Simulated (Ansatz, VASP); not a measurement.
# Cross-check of InSe between VASP and Ansatz

One calculation is typed for both programs; each brings its own data sets. How far apart do they land? The cell is taken from a series of runs on this material, whose earlier steps may have relaxed, scaled, displaced or heated it; both programs get it as it stands.

Program: Ansatz 0.2.0. Level of theory: plane waves, with VASP 6.6.1 beside it; G0W0 gap at PBEsol. Results are calculated unless marked as measured.

### Step 1. Set-up

The cell holds 4 atoms: 2 In and 2 Se. Cell: a = 3.952 Å, b = 3.952 Å, c = 33.900 Å, α = 90.0°, β = 90.0°, γ = 120.0°. Vacuum lies along c.

### Step 2. Ansatz: G0W0 gap, PBEsol

Ansatz runs on its default PAW (the set named soft_2) files.

Quasiparticle shifts depend on high empty states and on the cores, so they are the hardest test of two PAW sets.

File input.yaml:

```yaml
crystal:
  lattice:
    - [3.9522880465, 0.0, 0.0]
    - [-1.9761440233, 3.4227818513, 0.0]
    - [0.0, 0.0, 33.9]
  atoms:
    - { symbol: In, position: [0.3333333333, 0.6666666667, 0.5406066129] }
    - { symbol: In, position: [0.3333333333, 0.6666666667, 0.4593933871] }
    - { symbol: Se, position: [0.6666666667, 0.3333333333, 0.5789270388] }
    - { symbol: Se, position: [0.6666666667, 0.3333333333, 0.4210729612] }
  periodic: [true, true, false]
kpoints:
  mp_grid: { grid: [6, 6, 1] }
hamiltonian:
  xc: pbesol
scf:
  occupations: { method: fixed }
gw:
  n_empty_bands: 243
  ecut_chi: 38
  qp_bands: [v2, c2]
  qp_kpoints: band_edges
  screening: { model: contour_deformation }
```

Launch:

```console
$ ansatz run input.yaml --threads 3 --pin off --max-ram 92160MiB --backend cuda --events-out ev --progress --plain --runs-dir out --devices 1 --max-vram 13GiB
```

Numbers of over 12 decimals in the logs are rounded to 6 here.

What it wrote:

```text
GPUs: using 1 of 1 available (devices: 1).
Engine: ansatz 0.2.0, x86_64-unknown-linux-gnu
Pseudopotentials: kind: paw
Pseudopotential: In, paw, valence charge 13, recommended cutoff 420 eV (normal), In.paw.azcp
Pseudopotential: Se, paw, valence charge 16, recommended cutoff 420 eV (normal), Se.paw.azcp
Functional definition: PBEsol
  exchange = pbesol_x
  correlation = pbesol_c
device memory: the entry about to start is reckoned to put 4.1 GiB on a device that reports 26.0 GiB free (of which the cap on the GPU budget leaves the run 13.0 GiB)
GPU FFT provider: cuFFT
GPU libraries: cuBLAS 13.8.2, cuFFT 12.4.0, cuSOLVER 12.3.4
Crystal: 4 atoms, lattice volume = 458.593 Å³
Basis set: ecut = 420 eV, 9041 PW (Γ)
Bands: 35, of which v1, the nominal top of the filled ones, is band 29 counted from 1 (28 counted from 0)
Symmetry: 12 space group operations
Space group: P-6m2 (ITA 187), of the structure as read, at distance tolerance 7.7e-5 Å
k-points: 7 of 36 (time reversal used)
Non-local potential: In, projectors of the file, l = 0: 2, l = 1: 2, l = 2: 2, l = 3: 2
Non-local potential: Se, projectors of the file, l = 0: 2, l = 1: 2, l = 2: 3, l = 3: 1
PAW form: soft (Blöchl's): semilocal exchange-correlation on the pseudo side does not see the compensation charge
PAW frozen core: In, regenerated for the run's functional, and the local potential with it (the file was generated under x = pbe(κ = 0.804, μ = 0.219515), c = pbe(β = 0.066725))
PAW frozen core: Se, regenerated for the run's functional, and the local potential with it (the file was generated under x = pbe(κ = 0.804, μ = 0.219515), c = pbe(β = 0.066725))
PAW one-centre angular grid: In, 590 points (default); XC on 64 Gauss nodes
PAW one-centre angular grid: Se, 590 points (default); XC on 64 Gauss nodes
Initial density: superposition of atomic densities (neutral atoms: chi_scale 0, normalization atom), corrected by the library's trained network
Initial wavefunctions: pseudopotential atomic-orbital guess
GPU buffer pool allocated for 174960 grid points (all kernels)
GPU transforms: local potential and band sums: pruned to the plane-wave sphere, on 25×27×225
Functional: x = pbesol(κ = 0.804, μ = 0.123457), c = pbesol(β = 0.046)
SCF iter   1: F=—  HF=-21901.111835 eV  |F-HF|=—  |Δ(HF+E_count)|=         —  Δρ=2.29e-3  dr2=5.98e-2  ethr=1.77e-3  ⟨swp⟩=6.9  Hψ=1010  notcnv=0  defer=27
preconditioner: auto → Resta (q_TF=auto, 1.933 Å⁻¹)  ε∞=1.6  [insulator: Δε(μ)=1.834 eV  Ē_g=13.896 eV  n_scr=62 (ndim 8)  ℏωp=10.7 eV  f_vac=0.738  ε∞_Penn≈1.6  vacuum switching on, ρ_ref=1.4e-2 e/Å³]
SCF iter   2: F=—  HF=-21901.103415 eV  |F-HF|=—  |Δ(HF+E_count)|=   8.42e-3  Δρ=1.09e-3  dr2=2.79e-2  ethr=1.03e-4  ⟨swp⟩=3.9  Hψ=507  notcnv=0  defer=28
SCF iter   3: F=—  HF=-21901.098640 eV  |F-HF|=—  |Δ(HF+E_count)|=   4.78e-3  Δρ=4.90e-4  dr2=1.40e-3  ethr=4.81e-5  ⟨swp⟩=3.3  Hψ=310  notcnv=0  defer=28
SCF iter   4: F=—  HF=-21901.098824 eV  |F-HF|=—  |Δ(HF+E_count)|=   1.84e-4  Δρ=1.94e-4  dr2=1.64e-4  ethr=2.42e-6  ⟨swp⟩=3.1  Hψ=463  notcnv=0  defer=28
SCF iter   5: F=—  HF=-21901.098825 eV  |F-HF|=—  |Δ(HF+E_count)|=   1.28e-6  Δρ=7.00e-5  dr2=1.79e-5  ethr=2.82e-7  ⟨swp⟩=2.6  Hψ=447  notcnv=0  defer=28
SCF iter   6: F=—  HF=-21901.098840 eV  |F-HF|=—  |Δ(HF+E_count)|=   1.44e-5  Δρ=1.29e-5  dr2=1.10e-6  ethr=3.08e-8  ⟨swp⟩=2.4  Hψ=333  notcnv=0  defer=28
SCF iter   7: F=-21901.098840 eV  HF=-21901.098840 eV  |F-HF|=5.62e-8  |Δ(HF+E_count)|=   4.48e-7  Δρ=2.44e-6  dr2=2.11e-8  ethr=1.72e-10  ⟨swp⟩=18.3  Hψ=1714  notcnv=0
SCF 1 converged in 7 iterations: F = -21901.098840 eV  dr2 = 2.11e-8
  greatest PAW one-centre occupation: 1.000 electrons in one spin orbital (limit 2), on the Se atom at site 3 (counted from 0), in its partial waves of l = 2
device memory: the entry about to start is reckoned to put 5.6 GiB (of the 5.6 GiB reckoned in all, the device holds 0.1 GiB already) on a device that reports 25.9 GiB free (of which the cap on the GPU budget leaves the run 12.9 GiB)
NSCF: frozen V_eff on 7 k-points
the band table was solved once the SCF had ended and its energy, with any forces and stress, was formed, with the checks that follow a solve (1385 applications of the Hamiltonian). They found nothing against the state; the energy, forces and stress were not computed again (output.eigenvalues in the input reference)
device memory: the entry about to start is reckoned to put 5.8 GiB on a device that reports 26.0 GiB free (of which the cap on the GPU budget leaves the run 13.0 GiB)
NSCF: frozen V_eff on 7 k-points
G₀W₀ screening: q 1/7
[... further progress lines ...]
SCF converged after 7 iterations
Free energy (F): -21901.098840 eV
Harris-Foulkes:  -21901.098840 eV  (|F-HF|=5.62e-8)
Internal energy: -21901.098840 eV  (E = F + TS)
E sigma→0 (E₀):  -21901.098840 eV
Fermi energy:    -6.051999 eV
--- Per-component energies (eV) ---
  E_band       = -1636.749824
  E_kinetic    = 724.273241
  E_local      = -140569.617033  (includes V_loc(G=0)·N_el)
  E_nonlocal   = -448.549888
  E_hartree    = 69611.513607
  E_xc         = -633.232297
  E_vxc        = -395.396599  (∫ρ·V_xc dr)
  E_paw        = -11904.113692  (= ΣΔE_a)
  E_vpaw       = -170.473550  (= ΣTr[D̂ρ^β])
  E_aug_tail   = -0.001145  (compensation charges beyond the density's cutoff)
  E_ewald      = 61316.139662
  E_core_change = 2.488706  (= ΣΔE_core)
  E_smearing   = -0.000000  (= −TS)
  E_closure    = -0.000000  (closes the sum)
  Σ components = -21901.098840   (vs F -21901.098840, Δ=0.00e0)
--- Band table (eV; the first three rows and the last of 7) ---
  k-point 0: bands = [... 25 lower, -6.3716, -6.2930, -6.2930, -6.1333, -4.2185, -3.0455, -0.7778 (-0.7778°), -0.7778 (-0.7778°), ... 2 higher]
  k-point 1: bands = [... 25 lower, -7.4376, -6.7058, -6.5892, -6.0520, -3.2597, -2.4107, -1.4298 (-1.4298°), -0.6231 (-0.6232°), ... 2 higher]
  k-point 2: bands = [... 25 lower, -7.7986, -7.2614, -7.0894, -6.3747, -3.5256, -3.2082, -1.4808, -1.1308, ... 2 higher]
  k-point 6: bands = [... 25 lower, -8.8795, -7.8175, -7.3244, -7.1377, -3.5455, -2.7255, -1.9740, -1.0223, ... 2 higher]
  ° read free of the cell's end (the report's vacuum.weakly_bound_levels)
--- G₀W₀: contour deformation, 6 samples at zero and on the imaginary axis and 2 off it, 36 q-points, 243 empty bands' worth ---
  eigenvalues of the whole cell's RPA ε∞ on this k-mesh (on a slab, of 1 + 4πα/V) = 1.2065, 2.8460, 2.8460; static W/v taken at q = 0 is 0.531879
  bands read: the sum over 272 bands ends inside a degenerate multiplet in 1 slot, whose members it reads at an even weight; the widest, k=0: bands 272 to 273 (counted from 1) at 1/2 each
  gw.qp_kpoints: band_edges: 6 of 7 stored k-points solved, in 1 pass; an edge of the gap read off the rows below is read off those points alone
    valence top: of the k-points left out ik 5 came nearest to being solved in a further pass, in band 29 (counted from 1, as in the quasiparticle table): it holds the edge there only if its correction is more favourable than any solved in that band by at least 0.689 eV; those differ by 0.075 eV
    conduction bottom: of the k-points left out ik 5 came nearest to being solved in a further pass, in band 30 (counted from 1, as in the quasiparticle table): it holds the edge there only if its correction is more favourable than any solved in that band by at least 0.634 eV; those differ by 0.550 eV
    ik  band        ε_KS         Σx   Σc(E_QP)       V_xc       Z   E_QP_lin       E_QP  E_QP is
     0    28     -6.2930   -18.1189     1.9727   -15.9116  0.7482    -6.5289    -6.5276  root
     0    29     -6.1333   -15.3309     1.5624   -13.3947  0.7504    -6.5106    -6.5072  root
     0    30     -4.2185    -9.8446    -2.7170   -13.4685  0.7796    -3.2938    -3.3117  root
     0    31     -3.0455    -8.3059    -3.2948   -12.5617  0.7822    -2.0627    -2.0845  root
     1    28     -6.5892   -17.8990     2.0425   -15.5858  0.7450    -6.8617    -6.8599  root
     1    29     -6.0520   -15.6084     1.5604   -13.7020  0.7522    -6.4008    -6.3980  root
     1    30     -3.2597   -10.5438    -2.9117   -14.4858  0.7685    -2.2007    -2.2294  root
     1    31     -2.4107    -7.4877    -3.4233   -11.7916  0.7761    -1.5037    -1.5302  root
     2    28     -7.0894   -17.6219     2.1887   -15.1096  0.7385    -7.4159    -7.4130  root
     2    29     -6.3747   -15.6834     1.5741   -13.7751  0.7512    -6.7117    -6.7090  root
     2    30     -3.5256    -7.4099    -3.0352   -11.1508  0.7789    -2.8081    -2.8200  root
     2    31     -3.2082   -10.0816    -3.0972   -14.2460  0.7700    -2.1096    -2.1411  root
     3    28     -7.3076   -17.5178     2.2549   -14.9199  0.7355    -7.6541    -7.6506  root
     3    29     -7.0137   -14.9669     1.6283   -12.9407  0.7467    -7.4160    -7.4116  root
     3    30     -3.7070    -8.1977    -2.8603   -11.7392  0.7754    -3.0152    -3.0259  root
     3    31     -3.5719    -9.7628    -3.0086   -13.7962  0.7750    -2.5205    -2.5472  root
     4    28     -7.3548   -17.2275     2.1851   -14.6938  0.7346    -7.7070    -7.7033  root
     4    29     -6.1530   -15.8876     1.5803   -13.9844  0.7522    -6.4783    -6.4759  root
     4    30     -2.7299   -10.9558    -3.1785   -15.2818  0.7595    -1.5404    -1.5823  root
     4    31     -2.6515    -7.8055    -3.2025   -11.7867  0.7693    -1.8554    -1.8727  root
     6    28     -7.3244   -16.9472     2.4150   -14.1299  0.7201    -7.7328    -7.7267  root
     6    29     -7.1377   -14.9831     1.5742   -13.0321  0.7526    -7.5181    -7.5145  root
     6    30     -3.5455    -7.1525    -2.9372   -10.6874  0.7764    -2.9396    -2.9479  root
     6    31     -2.7255   -10.3120    -3.2571   -14.7050  0.7655    -1.5495    -1.5895  root
```

[end of part 1 of 2]

[Lines on the potential files, build, host, timing and source positions are cut from VASP's logs without a mark.]

[Logs are printed without paths, hosts, clocks, repeated set-up lines and the standing remarks that a program may print on its own settings, such as how far it seeks lower states.]

[Hosts, paths, dates, database ids (printed as entryN), source tags and the programs' standing remarks are cut or masked in the printed files.]
